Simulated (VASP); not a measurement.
# Ga2O3 (C2/m) in VASP: notebook

Runs on Ga2O3. Level: PBE. Tasks: dielectric tensor, band structure.

All numbers are computed with VASP 6.6.1; they aren't measurements. Logs are shortened: lines on timing, memory, paths and dates and some standing lists are left out, and cuts for length are marked.

### 1 The crystal as given

The structure is monoclinic, space group C2/m (No. 12). The conventional cell has a = 12.214 Å, b = 3.037 Å, c = 5.798 Å, α = 90.00°, β = 103.83°, γ = 90.00°. Ga (site symmetry m) is surrounded by 6 O at 1.94 to 2.07 Å. Ga (site symmetry m) has 4 O at 1.83 to 1.86 Å as nearest neighbours. O (site symmetry m) has 3 Ga at 1.83 to 1.94 Å as nearest neighbours. O (site symmetry m) has 4 Ga at 1.86 to 2.07 Å as nearest neighbours. O (site symmetry m) is surrounded by 3 Ga at 1.83 to 1.94 Å.

### 2 Dielectric tensor, PBE

File INCAR:

```
PREC = Accurate ; ENCUT = 250
EDIFF = 1E-8 ; ISMEAR = 0
SIGMA = 0.01 ; LREAL = F
LASPH = T ; NELM = 100
ALGO = Normal ; ISIF = 2
LWAVE = F ; LCHARG = F
GGA = PE ; LEPSILON = T
```

File KPOINTS:

```
Automatic mesh
0
Gamma
  6 6 3
```

File POSCAR:

```
Ga2O3
1.0
    6.1070000000     -1.5185500000      0.0000000000
    6.1070000000      1.5185500000      0.0000000000
   -1.3859888959      0.0000000000      5.6300087380
Ga O
4 6
Direct
    0.3413400000      0.3413400000      0.6859800000
    0.6586600000      0.6586600000      0.3140200000
    0.9095000000      0.9095000000      0.2054000000
    0.0905000000      0.0905000000      0.7946000000
    0.5041000000      0.5041000000      0.7434000000
    0.4959000000      0.4959000000      0.2566000000
    0.8267000000      0.8267000000      0.4368000000
    0.1733000000      0.1733000000      0.5632000000
    0.8355000000      0.8355000000      0.8902000000
    0.1645000000      0.1645000000      0.1098000000
```

Potentials or basis: VASP PAW PBE potentials, release 64 (Ga_d, O).

Launch:

```
cat potpaw_PBE.64/Ga_d/POTCAR potpaw_PBE.64/O/POTCAR > POTCAR
mpirun -np 1 vasp_std > vasp.out
```

OUTCAR:

```text
PREC = Accurate
   ENCUT = 250
   EDIFF = 1E-8
   ISMEAR = 0
   LREAL = F
   LASPH = T
   NELM = 100
   ISIF = 2
   GGA = PE
   LEPSILON = T

 Found     34 irreducible k-points:

 Following reciprocal coordinates:
            Coordinates               Weight
  0.000000  0.000000  0.000000      1.000000
  0.166667  0.000000 -0.000000      4.000000
  0.333333  0.000000 -0.000000      4.000000
  0.500000 -0.000000  0.000000      2.000000
  0.166667  0.166667 -0.000000      2.000000
  0.333333  0.166667 -0.000000      4.000000
   k-points           NKPTS =     34   k-points in BZ     NKDIM =     34   number of bands    NBANDS=     52
   number of dos      NEDOS =    301   number of ions     NIONS =     10
   total plane-waves  NPLWV =  30720
   dimension x,y,z NGX =    32 NGY =   32 NGZ =   30
   dimension x,y,z NGXF=    64 NGYF=   64 NGZF=   60
   ions per type =               4   6
   NGX,Y,Z   is equivalent  to a cutoff of   8.45,  8.45,  8.60 a.u.
   NGXF,Y,Z  is equivalent  to a cutoff of  16.91, 16.91, 17.20 a.u.
 SYSTEM =  unknown system
   PREC   = accura    normal or accurate (medium, high low for compatibility)
   ISTART =      0    job   : 0-new  1-cont  2-samecut
   ICHARG =      2    charge: 1-file 2-atom 10-const
   ISPIN  =      1    spin polarized calculation?
   LNONCOLLINEAR =      F non collinear calculations
   LSORBIT =      F    spin-orbit coupling
   LASPH  =      T    aspherical Exc in radial PAW
   ENCUT  =  250.0 eV  18.37 Ry    4.29 a.u.   8.11  8.11  7.48*2*pi/ulx,y,z
   NELM   =    100;   NELMIN=  2; NELMDL= -5     # of ELM steps
   EDIFF  = 0.1E-07   stopping-criterion for ELM
   LREAL  =      F    real-space projection
   EDIFFG = 0.1E-06   stopping-criterion for IOM
   NSW    =      0    number of steps for IOM
   IBRION =     -1    ionic relax: 0-MD 1-quasi-New 2-CG
   NFREE  =      0    steps in history (QN), initial steepest desc. (CG)
   ISIF   =      2    stress and relaxation
   ISYM   =      2    0-nonsym 1-usesym 2-fastsym
   POTIM  = 0.5000    time-step for ionic-motion
   TEBEG  =    0.0;   TEEND  =   0.0 temperature during run
   PSTRESS=    0.0 pullay stress
   NELECT =      88.0000    total number of electrons
   NUPDOWN=      -1.0000    fix difference up-down
   EMIN   =  10.00;   EMAX   =-10.00  energy-range for DOS
   EFERMI =   0.00;   METHOD = LEGACY
   ISMEAR =     0;   SIGMA  =   0.01  broadening in eV -4-tet -1-fermi 0-gaus
   EFERMI_NEDOS =   21; number of points for ismear=-14 and -15
   IALGO  =     38    algorithm
   IMIX   =      4    mixing-type and parameters
     AMIX     =   0.40;   BMIX     =  1.00
     AMIX_MAG =   1.60;   BMIX_MAG =  1.00
  volume/ion in A,a.u.               =      10.44        70.47
  Fermi-wavevector in a.u.,A,eV,Ry     =   1.546335  2.922150 32.533613  2.391153
  Thomas-Fermi vector in A             =   2.651586
   LORBIT       =      0    0 simple, 1 ext, 2 COOP (PROOUT), +10 PAW based schemes
   GGA     = PE    functional components
   LHFCALC =     F    Hartree Fock is set to
   AEXX    =    0.0000 exact exchange contribution
   IVDW    =     0    specifies the selected vdW correction
   LEPSILON=     T    determine dielectric tensor
   LRPA    =     F    only Hartree local field effects (RPA)
[... 397 lines left out ...]
  ---------------------------------------------------
  free energy    TOTEN  =        -0.90642034 eV

  energy without entropy =       -0.90642034

------------------------ aborting loop because EDIFF is reached ----------------------------------------

--------------------------------------- Ionic step        2  -------------------------------------------

------------------------ aborting loop because EDIFF is reached ----------------------------------------

--------------------------------------- Ionic step        3  -------------------------------------------

 Free energy of the ion-electron system (eV)
  ---------------------------------------------------
  ---------------------------------------------------
  free energy    TOTEN  =        -0.95475054 eV

  energy without entropy =       -0.95475054

------------------------ aborting loop because EDIFF is reached ----------------------------------------

 PIEZOELECTRIC TENSOR FIELD DIRECTION 3  (e Angst)
 -----------------------------------------------------------------------------
     0.00257  0.00000  0.00184           ( -0.00001  0.00000  0.00001)
     0.00000 -0.00167  0.00000           (  0.00000 -0.00002  0.00000)
     0.00184  0.00000 -0.00123           (  0.00001  0.00000 -0.00009)

 PIEZOELECTRIC TENSOR FIELD DIRECTION 3  (C/m^2)
 -----------------------------------------------------------------------------
     0.00039  0.00000  0.00028
     0.00000 -0.00026  0.00000
     0.00028  0.00000 -0.00019

 MACROSCOPIC STATIC DIELECTRIC TENSOR (including local field effects in DFT)
 ------------------------------------------------------
           3.927146     0.000000    -0.030596
           0.000000     4.047084     0.000000
          -0.030595     0.000000     4.091093
 ------------------------------------------------------

 PIEZOELECTRIC TENSOR (including local field effects)  for field in x, y, z        (e  Angst)
          XX          YY          ZZ          XY          YZ          ZX
  --------------------------------------------------------------------------------
  x     0.00000     0.00000     0.00000     0.00000     0.00000     0.00000
  y     0.00000     0.00000     0.00000     0.00000     0.00000     0.00000
  z     0.00000     0.00000     0.00000     0.00000     0.00000     0.00000

 PIEZOELECTRIC TENSOR (including local field effects)  for field in x, y, z        (C/m^2)
          XX          YY          ZZ          XY          YZ          ZX
  --------------------------------------------------------------------------------
  x     0.00000     0.00000     0.00000     0.00000     0.00000     0.00000
  y     0.00000     0.00000     0.00000     0.00000     0.00000     0.00000
  z     0.00000     0.00000     0.00000     0.00000     0.00000     0.00000

 BORN EFFECTIVE CHARGES (including local field effects) (in |e|, cummulative output)
 ---------------------------------------------------------------------------------
 ion    1
    1     3.15911     0.00000     0.32656
    2     0.00000     3.37283     0.00000
    3     0.17930     0.00000     3.05416
 ion    2
    1     3.15911     0.00000     0.32656
    2     0.00000     3.37283     0.00000
    3     0.17930     0.00000     3.05416
 ion    3
    1     2.68419     0.00000    -0.27863
    2     0.00000     2.83852     0.00000
    3    -0.16538     0.00000     3.00984
 ion    4
    1     2.68419     0.00000    -0.27863
    2     0.00000     2.83852     0.00000
    3    -0.16538     0.00000     3.00984
 ion    5
[... 8 lines left out ...]
    1    -2.18430     0.00000     0.21965
    2     0.00000    -1.90587     0.00000
    3     0.24793     0.00000    -2.24878
 ion    8
    1    -2.18430     0.00000     0.21965
    2     0.00000    -1.90587     0.00000
    3     0.24793     0.00000    -2.24878
 ion    9
    1    -1.39930     0.00000    -0.05446
    2     0.00000    -2.06732     0.00000
    3    -0.03400     0.00000    -2.47317
 ion   10
    1    -1.39930     0.00000    -0.05446
    2     0.00000    -2.06732     0.00000
    3    -0.03400     0.00000    -2.47317
```

OSZICAR:

```text
N       E                     dE             d eps       ncg     rms          rms(c)
DAV:   1     0.860249815747E+03    0.86025E+03   -0.26583E+04  3980   0.194E+03
DAV:   2     0.746600944442E+02   -0.78559E+03   -0.75424E+03  4028   0.537E+02
[... 12 lines left out ...]
RMM:   7    -0.954483696607E+00   -0.71693E-03   -0.15029E-05  6348   0.191E-02    0.421E-03
RMM:   8    -0.954643651731E+00   -0.15996E-03   -0.61221E-06  6926   0.754E-03    0.161E-03
RMM:   9    -0.954748196061E+00   -0.10454E-03   -0.20322E-06  6709   0.323E-03    0.255E-04
RMM:  10    -0.954748044705E+00    0.15136E-06    0.63831E-07  6946   0.112E-03    0.122E-04
RMM:  11    -0.954750253805E+00   -0.22091E-05   -0.19363E-07  6833   0.483E-04    0.420E-05
RMM:  12    -0.954750955390E+00   -0.70159E-06   -0.26645E-07  6529   0.232E-04    0.164E-05
RMM:  13    -0.954750538543E+00    0.41685E-06   -0.26512E-07  4624   0.138E-04    0.756E-06
```

stdout:

```text
POSCAR found type information on POSCAR GaO
 POSCAR found :  2 types and      10 ions
 scaLAPACK will be used
 LDA part: xc-table for (Slater+PW92), standard interpolation
 POSCAR, INCAR and KPOINTS ok, starting setup
 FFT: planning ... GRIDC
 FFT: planning ... GRID_SOFT
 FFT: planning ... GRID
 WAVECAR not read
 entering main loop
 Linear response reoptimize wavefunctions to high precision
 Linear response G [H, r] |phi>, progress :
  Direction:   1
 Linear response G [H, r] |phi>, progress :
  Direction:   2
 Linear response G [H, r] |phi>, progress :
  Direction:   3
 Linear response to external field (no local field effect), progress :
  Direction:   1
 dielectric tensor                  component  1 :     4.025     0.069    -0.028
 Linear response to external field (no local field effect), progress :
  Direction:   2
 dielectric tensor                  component  2 :     0.069     4.118     0.009
 Linear response to external field (no local field effect), progress :
  Direction:   3
 dielectric tensor                  component  3 :    -0.028     0.009     4.155
 Linear response to external field, progress :
  Direction:   1
 dielectric tensor                  component  1 :     3.927     0.070    -0.031
 Linear response to external field, progress :
  Direction:   2
 dielectric tensor                  component  2 :     0.070     4.047     0.009
 Linear response to external field, progress :
  Direction:   3
 dielectric tensor                  component  3 :    -0.031     0.009     4.091
 Born effective charges drift removed
```

Run time: 9.2 min. Hardware: 1 thread of Intel Xeon Platinum 8488C (Sapphire Rapids), shared host; peak memory 0.3 GiB.

The run converged, but a check on its numbers failed (symmetry, net force, bounds or a known fault of this set-up), so they aren't taken as properties of the crystal.

Caveat: the cutoff lies under the usual one of these potentials, so the numbers hold a large basis-set error; an odd mesh through Γ misses points on the zone boundary, where band edges often lie.

### 3 Band structure, PBE

File INCAR:

```
PREC     = Accurate       # precision mode
ENCUT    = 520            # plane-wave cutoff, eV
EDIFF    = 1E-6           # SCF threshold, eV
ISMEAR   = -1             # smearing method
SIGMA    = 0.05           # smearing width, eV
LREAL    = False          # projectors in reciprocal space
LASPH    = True           # aspherical terms in the spheres
NELM     = 80             # most SCF steps
ALGO     = Normal         # electronic algorithm
ISIF     = 2              # what is computed and relaxed
LWAVE    = False          # write WAVECAR
LCHARG   = False          # write CHGCAR
GGA      = PE             # functional
```

File KPOINTS:

```
regular mesh
0
Gamma
  7 7 4
```

POSCAR is that of step 2.

File KPOINTS_OPT:

```
path XGY,LGZ,NGM,RG
15
line-mode
reciprocal
 0.0000000000  0.5000000000  0.0000000000  X
 0.0000000000  0.0000000000  0.0000000000  G

 0.0000000000  0.0000000000  0.0000000000  G
 0.0000000000  0.0000000000 -0.5000000000  Y

 0.0000000000  0.5000000000 -0.5000000000  L
 0.0000000000  0.0000000000  0.0000000000  G

 0.0000000000  0.0000000000  0.0000000000  G
-0.5000000000 -0.5000000000  0.5000000000  Z

-0.5000000000  0.0000000000  0.5000000000  N
 0.0000000000  0.0000000000  0.0000000000  G

 0.0000000000  0.0000000000  0.0000000000  G
-0.5000000000 -0.5000000000  0.0000000000  M

-0.5000000000  0.0000000000  0.0000000000  R
 0.0000000000  0.0000000000  0.0000000000  G
```

Potentials or basis: VASP PAW PBE potentials, release 64 (Ga_d, O).

Launch:

```
cat potpaw_PBE.64/Ga_d/POTCAR potpaw_PBE.64/O/POTCAR > POTCAR
mpirun -np 1 vasp_std > vasp.out
```

Wall time 14 min (1 thread of AMD EPYC 9R14 (Zen 4), shared host); peak memory 0.51 GiB.

Results (log left out):

* Free energy: -59.5041 eV
* Pressure: 10.2 GPa
* Largest force: 0.245 eV/Å
* Band gap on the k mesh: 2.42 eV, indirect (least direct gap 2.44 eV)
* Band gap along the path: 2.43 eV, indirect (least direct gap 2.44 eV)

Forces on the atoms (eV/Å):
```
Ga   0.033  0.000 -0.059
Ga  -0.033  0.000  0.059
Ga  -0.109  0.000 -0.069
Ga   0.109  0.000  0.069
O   -0.164  0.000 -0.057
O    0.164  0.000  0.057
O    0.032  0.000  0.048
O   -0.032  0.000 -0.048
O   -0.223  0.000  0.100
O    0.223  0.000 -0.100
```

Stress tensor (GPa, compression positive):
```
 9.95  0.00  0.17
 0.00 10.98  0.00
 0.17  0.00  9.68
```

Levels at the corners of the path, in eV from the valence-band top:
```
point  band 40  band 41  band 42  band 43  band 44  band 45  band 46  band 47  band 48  band 49
    X    -1.28    -0.75    -0.71    -0.45    -0.12     5.69     6.55     7.26     7.53     8.08
    Γ    -0.67    -0.65    -0.47    -0.27    -0.01     2.43     5.73     6.76     6.80     7.82
    Γ    -0.67    -0.65    -0.47    -0.27    -0.01     2.43     5.73     6.76     6.80     7.82
    Y    -1.41    -0.64    -0.62    -0.49    -0.29     4.80     4.93     6.77     7.26     7.80
    L    -1.23    -1.11    -1.04    -0.73    -0.64     6.95     6.98     7.87     8.06     8.51
    Γ    -0.67    -0.65    -0.47    -0.27    -0.01     2.43     5.73     6.76     6.80     7.82
    Γ    -0.67    -0.65    -0.47    -0.27    -0.01     2.43     5.73     6.76     6.80     7.82
    Z    -0.69    -0.62    -0.59    -0.58     0.00     5.22     5.35     6.28     6.58     7.02
    N    -1.23    -1.11    -1.04    -0.73    -0.64     6.95     6.98     7.87     8.06     8.51
    Γ    -0.67    -0.65    -0.47    -0.27    -0.01     2.43     5.73     6.76     6.80     7.82
    Γ    -0.67    -0.65    -0.47    -0.27    -0.01     2.43     5.73     6.76     6.80     7.82
    M    -1.07    -0.66    -0.66    -0.41    -0.15     4.59     4.85     5.86     6.62     8.02
    R    -1.28    -0.75    -0.71    -0.45    -0.12     5.69     6.55     7.26     7.53     8.08
    Γ    -0.67    -0.65    -0.47    -0.27    -0.01     2.43     5.73     6.76     6.80     7.82
```

(Continued in part 2 of 3.)
